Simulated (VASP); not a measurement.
**CaO in VASP: one cell, several levels of theory, part 1 of 2**

Aim: gap, levels, forces and stress of CaO in the rocksalt structure at fixed geometry. Runs: HSE06, PBE0. The results are then set beside those of Ansatz 0.2.0 for the same cell.

Code: VASP 6.6.1. PAW datasets, plane waves. Computed at 0 K without zero-point motion; spin polarisation is off.

## Step 1: The system as given

The cell comes from an earlier relaxation with r2SCAN in another program.

The symmetry is Fm-3m (No. 225, cubic); a = 4.795 Å in the conventional setting, 13.78 Å³ an atom. Near Ca stand 6 O at 2.40 Å; near O stand 6 Ca at 2.40 Å.

Structure file:

Space group Fm-3m (No. 225). a = 4.795 Å, b = 4.795 Å, c = 4.795 Å, α = 90.00°, β = 90.00°, γ = 90.00°
| atom | site | symmetry | x | y | z |
| --- | --- | --- | --- | --- | --- |
| Ca | 4a | m-3m | 0.0000 | 0.0000 | 0.0000 |
| O | 4b | m-3m | 0.5000 | 0.0000 | 0.0000 |

## Step 2: HSE06 at this geometry

A PBE run in the same folder leaves the orbitals that the hybrid reads.

INCAR (PBE start) reads:

```
ENCUT = 520.000000
SIGMA = 0.010000
EDIFF = 1.00e-05
GGA = PE
PREC = Accurate
ISMEAR = 0
NBANDS = 15
NELM = 120
LASPH = .TRUE.
LCHARG = .FALSE.
LWAVE = .TRUE.
LREAL = .FALSE.
```

INCAR reads:

```
AEXX = 0.250000
ENCUT = 520.000000
HFSCREEN = 0.207900
SIGMA = 0.010000
EDIFF = 1.00e-07
ALGO = Normal
GGA = PE
PREC = Accurate
PRECFOCK = Fast
IBRION = -1
ISIF = 2
ISMEAR = 0
ISTART = 1
NBANDS = 15
NELM = 120
NSW = 0
LASPH = .TRUE.
LCHARG = .FALSE.
LHFCALC = .TRUE.
LWAVE = .FALSE.
LREAL = .FALSE.
```

KPOINTS reads:

```
KPOINTS created by Atomic Simulation Environment
0
Gamma
6 6 6
0 0 0
```

KPOINTS_OPT reads:

```
special points
6
Reciprocal
0.0000000000 0.0000000000 0.0000000000 1
0.5000000000 0.0000000000 0.5000000000 1
0.5000000000 0.2500000000 0.7500000000 1
0.3750000000 0.3750000000 0.7500000000 1
0.5000000000 0.5000000000 0.5000000000 1
0.6250000000 0.2500000000 0.6250000000 1
```

POSCAR reads:

```
Ca O
 1.0000000000000000
    -0.0000000000000000    2.3975501229068663    2.3975501229068663
     2.3975501229068663   -0.0000000000000000    2.3975501229068663
     2.3975501229068663    2.3975501229068663   -0.0000000000000000
 Ca  O
   1   1
Cartesian
  0.0000000000000000  0.0000000000000000  0.0000000000000000
  2.3975501229068663  2.3975501229068663  2.3975501229068663
```

The run uses the recommended PBE PAW datasets (16 valence electrons a neutral cell).

Started as:

```console
$ mpirun -np 1 vasp_std
```

The files below are those of the last stage.

Printed to the terminal (iteration lines stand in OSZICAR):

```text
POSCAR found type information on POSCAR CaO
 POSCAR found :  2 types and       2 ions
 LDA part: xc-table for (Slater+PW92), standard interpolation
 found WAVECAR, reading the header
 POSCAR, INCAR and KPOINTS ok, starting setup
 FFT: planning ... GRIDC
 FFT: planning ... GRID_SOFT
 FFT: planning ... GRID
 reading WAVECAR
 the WAVECAR file was read successfully
 initial charge from wavefunction
 entering main loop
 Start KPOINTS_OPT (optional k-point list driver)
k-point batch [1-6\6]
```

OSZICAR:

```text
N       E                     dE             d eps       ncg     rms          rms(c)
DAV:   1    -0.148856409440E+02   -0.14886E+02   -0.23190E-01   508   0.567E+00    0.581E-01
DAV:   2    -0.148788560613E+02    0.67849E-02   -0.28418E-02   536   0.195E+00    0.299E-01
DAV:   3    -0.148785194581E+02    0.33660E-03   -0.38546E-03   571   0.665E-01    0.249E-01
DAV:   4    -0.148778662587E+02    0.65320E-03   -0.83371E-04   620   0.255E-01    0.122E-01
DAV:   5    -0.148777177219E+02    0.14854E-03   -0.27047E-04   599   0.130E-01    0.556E-02
DAV:   6    -0.148776641714E+02    0.53551E-04   -0.16367E-05   584   0.579E-02    0.337E-02
DAV:   7    -0.148776486341E+02    0.15537E-04   -0.68416E-06   608   0.318E-02    0.217E-02
DAV:   8    -0.148776446721E+02    0.39621E-05   -0.34711E-06   621   0.183E-02    0.128E-02
DAV:   9    -0.148776437018E+02    0.97024E-06   -0.10697E-06   600   0.968E-03    0.713E-03
DAV:  10    -0.148776436116E+02    0.90226E-07   -0.26859E-07   564   0.536E-03
   1 F= -.14877644E+02 E0= -.14877644E+02  d E =-.272586-118
       N       E                     dE             ncg
DAV:   1    -0.350255619428E+03   -0.37334E+04      180
DAV:   2    -0.118204328960E+04   -0.83179E+03      194
DAV:   3    -0.122963451855E+04   -0.47591E+02      229
DAV:   4    -0.123132039986E+04   -0.16859E+01      291
DAV:   5    -0.123134503917E+04   -0.24639E-01      243
DAV:   6    -0.123134533064E+04   -0.29148E-03      245
DAV:   7    -0.123134533955E+04   -0.89050E-05      222
DAV:   8    -0.123134533973E+04   -0.17833E-06      214
DAV:   9    -0.123134533973E+04   -0.49067E-08      160
```

The lines after F= are the extra pass for the points of KPOINTS_OPT, at fixed density; their E is not a total energy.

From OUTCAR:

```text
k-points           NKPTS =     16   k-points in BZ     NKDIM =    216   number of bands    NBANDS=     15

   NELECT =      16.0000    total number of electrons

   dimension x,y,z NGX =    28 NGY =   28 NGZ =   28
   dimension x,y,z NGXF=    56 NGYF=   56 NGZF=   56

  energy-cutoff  :      520.00
  volume of cell :       27.56
      direct lattice vectors                 reciprocal lattice vectors
     0.000000000  2.397550123  2.397550123    -0.208546214  0.208546214  0.208546214
     2.397550123  0.000000000  2.397550123     0.208546214 -0.208546214  0.208546214
     2.397550123  2.397550123  0.000000000     0.208546214  0.208546214 -0.208546214

 k-points in reciprocal lattice and weights: KPOINTS created by Atomic Simulation Env
   0.00000000  0.00000000  0.00000000       0.005
   0.16666667  0.00000000  0.00000000       0.037
   0.33333333  0.00000000  0.00000000       0.037
   0.50000000  0.00000000  0.00000000       0.019
   0.16666667  0.16666667  0.00000000       0.028
   0.33333333  0.16666667  0.00000000       0.111
   0.50000000  0.16666667  0.00000000       0.111
  -0.33333333  0.16666667  0.00000000       0.111
[... 8 more k-points ...]

 E-fermi :   1.4910

 k-point     1 :       0.0000    0.0000    0.0000
  band No.  band energies     occupation
      1     -38.8305      2.00000
      2     -18.1146      2.00000
      3     -18.1146      2.00000
      4     -18.1146      2.00000
      5     -15.7252      2.00000
      6       1.3287      2.00000
      7       1.3287      2.00000
      8       1.3287      2.00000
      9       7.6120      0.00000
     10       9.5351      0.00000
     11       9.5351      0.00000
     12       9.5351      0.00000
     13      11.1761      0.00000
     14      11.1761      0.00000
     15      18.0552      0.00000

 k-point     2 :       0.1667    0.0000    0.0000
  band No.  band energies     occupation
      1     -38.8033      2.00000
      2     -18.5518      2.00000
      3     -18.1275      2.00000
      4     -18.1275      2.00000
      5     -15.2617      2.00000
      6       0.4360      2.00000
      7       0.9648      2.00000
      8       0.9648      2.00000
      9       8.7719      0.00000
     10       9.4568      0.00000
     11      10.0457      0.00000
     12      10.0457      0.00000
     13      11.8623      0.00000
     14      11.8623      0.00000
     15      19.1592      0.00000

 k-point     3 :       0.3333    0.0000    0.0000
  band No.  band energies     occupation
      1     -38.7483      2.00000
      2     -19.1823      2.00000
      3     -18.1530      2.00000
      4     -18.1530      2.00000
      5     -14.5726      2.00000
      6      -0.9296      2.00000
      7       0.3335      2.00000
      8       0.3335      2.00000
      9       9.7740      0.00000
     10      10.7944      0.00000
     11      11.2407      0.00000
     12      11.2407      0.00000
     13      13.3166      0.00000
     14      13.3166      0.00000
     15      18.8323      0.00000

 k-point     4 :       0.5000    0.0000    0.0000
  band No.  band energies     occupation
      1     -38.7206      2.00000
      2     -19.4387      2.00000
      3     -18.1655      2.00000
      4     -18.1655      2.00000
      5     -14.2834      2.00000
      6      -1.5061      2.00000
      7       0.0534      2.00000
      8       0.0534      2.00000
      9      10.4038      0.00000
     10      11.4501      0.00000
     11      11.9654      0.00000
     12      11.9654      0.00000
     13      14.2414      0.00000
     14      14.2414      0.00000
     15      17.9459      0.00000

 k-point     5 :       0.1667    0.1667    0.0000
  band No.  band energies     occupation
      1     -38.7945      2.00000
      2     -18.5355      2.00000
      3     -18.1758      2.00000
      4     -18.1758      2.00000
      5     -15.2336      2.00000
      6       0.0498      2.00000
      7       1.1314      2.00000
      8       1.1314      2.00000
      9       8.5547      0.00000
     10       8.8279      0.00000
     11      10.6020      0.00000
     12      10.6020      0.00000
     13      11.4748      0.00000
     14      12.6138      0.00000
     15      19.6530      0.00000

 k-point     6 :       0.3333    0.1667    0.0000
  band No.  band energies     occupation
      1     -38.7492      2.00000
      2     -18.9442      2.00000
      3     -18.2195      2.00000
      4     -18.2143      2.00000
      5     -14.8519      2.00000
      6      -0.6271      2.00000
      7       0.5705      2.00000
      8       0.7454      2.00000
      9       8.4341      0.00000
     10      10.2994      0.00000
     11      11.5398      0.00000
     12      11.6882      0.00000
     13      12.3616      0.00000
     14      13.7688      0.00000
     15      19.6778      0.00000

 k-point     7 :       0.5000    0.1667    0.0000
  band No.  band energies     occupation
      1     -38.7125      2.00000
      2     -19.2469      2.00000
      3     -18.2844      2.00000
      4     -18.2153      2.00000
      5     -14.5403      2.00000
      6      -1.0438      2.00000
      7       0.0803      2.00000
      8       0.2592      2.00000
      9       9.4965      0.00000
     10      10.9131      0.00000
     11      12.2419      0.00000
     12      12.5444      0.00000
     13      13.7837      0.00000
     14      14.7264      0.00000
     15      17.7357      0.00000

 k-point     8 :      -0.3333    0.1667    0.0000
  band No.  band energies     occupation
      1     -38.7215      2.00000
      2     -19.2034      2.00000
      3     -18.3216      2.00000
      4     -18.1674      2.00000
      5     -14.5360      2.00000
      6      -1.0403      2.00000
      7       0.1263      2.00000
      8       0.3191      2.00000
      9       9.8780      0.00000
     10      10.6635      0.00000
     11      11.5068      0.00000
     12      12.1528      0.00000
     13      14.1008      0.00000
     14      14.3126      0.00000
     15      18.2002      0.00000

 k-point     9 :      -0.1667    0.1667    0.0000
  band No.  band energies     occupation
      1     -38.7671      2.00000
      2     -18.8798      2.00000
      3     -18.2475      2.00000
      4     -18.1233      2.00000
      5     -14.8687      2.00000
      6      -0.4161      2.00000
      7       0.4510      2.00000
      8       0.8499      2.00000
      9       9.2488      0.00000
     10       9.8532      0.00000
     11      10.4226      0.00000
     12      11.3265      0.00000
     13      12.4930      0.00000
     14      13.1098      0.00000
     15      19.7834      0.00000

 k-point    10 :       0.3333    0.3333    0.0000
  band No.  band energies     occupation
      1     -38.7233      2.00000
      2     -18.8192      2.00000
      3     -18.2989      2.00000
      4     -18.2989      2.00000
      5     -15.1452      2.00000
      6      -0.5165      2.00000
      7       0.9336      2.00000
      8       0.9336      2.00000
      9       7.1681      0.00000
     10      10.5789      0.00000
     11      12.1365      0.00000
     12      12.5330      0.00000
     13      12.5330      0.00000
     14      14.1680      0.00000
     15      19.6813      0.00000

 k-point    11 :       0.5000    0.3333    0.0000
  band No.  band energies     occupation
      1     -38.6963      2.00000
      2     -18.8447      2.00000
      3     -18.4597      2.00000
      4     -18.3129      2.00000
      5     -15.1171      2.00000
      6      -0.2756      2.00000
      7       0.4191      2.00000
      8       0.6855      2.00000
      9       7.5335      0.00000
     10      11.5448      0.00000
     11      12.3793      0.00000
     12      12.8006      0.00000
     13      13.0304      0.00000
     14      15.2038      0.00000
     15      17.5685      0.00000

 k-point    12 :      -0.3333    0.3333    0.0000
  band No.  band energies     occupation
      1     -38.6955      2.00000
      2     -18.9570      2.00000
      3     -18.5745      2.00000
      4     -18.2479      2.00000
      5     -14.7904      2.00000
      6      -0.5301      2.00000
      7       0.1100      2.00000
      8       0.2927      2.00000
      9       9.1741      0.00000
     10      10.7548      0.00000
     11      12.2020      0.00000
     12      12.3389      0.00000
     13      13.8833      0.00000
     14      17.0449      0.00000
     15      17.4238      0.00000

[... the tables of k-points 13 to 16 left out ...]

  Total        0.1636875      0.1636875      0.1636875      0.0000000      0.0000000     -0.0000000
  in kB        9.5146541      9.5146541      9.5146541      0.0000000      0.0000000     -0.0000000
  external PRESSURE =       9.5146541 kB  Pullay stress =       0.0000000 kB

 POSITION                                       TOTAL-FORCE (eV/Angst)
 -----------------------------------------------------------------------------------
      0.00000      0.00000      0.00000        -0.000000     -0.000000     -0.000000
      2.39755      2.39755      2.39755         0.000000      0.000000      0.000000
 -----------------------------------------------------------------------------------
    total drift:                               -0.000000     -0.000000     -0.000000

  FREE ENERGIE OF THE ION-ELECTRON SYSTEM (eV)
  ---------------------------------------------------
  free  energy   TOTEN  =       -14.8776436116 eV

  energy  without entropy=      -14.8776436116  energy(sigma->0) =      -14.87764361
```

Hardware: 1 MPI rank of Intel Xeon 6975P-C, shared host.

The levels at the points of KPOINTS_OPT are read from vasprun.xml.

Levels at the named points, in eV from the top of band v (v: the last filled band by count, c: the next):

```
point    v−1      v     c    c+1
    Γ   0.00   0.00  6.28   8.21
    X  -0.42  -0.42  5.29  10.20
    W  -1.14  -1.14  8.21   8.21
    K  -1.32  -0.85  6.91  10.09
    L  -1.28  -1.28  9.07  10.12
    U  -1.32  -0.85  6.91  10.09
```

Gap with HSE06: 5.29 eV, valence top at Γ, conduction bottom at X. Least direct gap: 5.72 eV. Pressure: 0.95 GPa; the forces vanish within 0.01 eV/Å.

(Continued in part 2 of 2.)
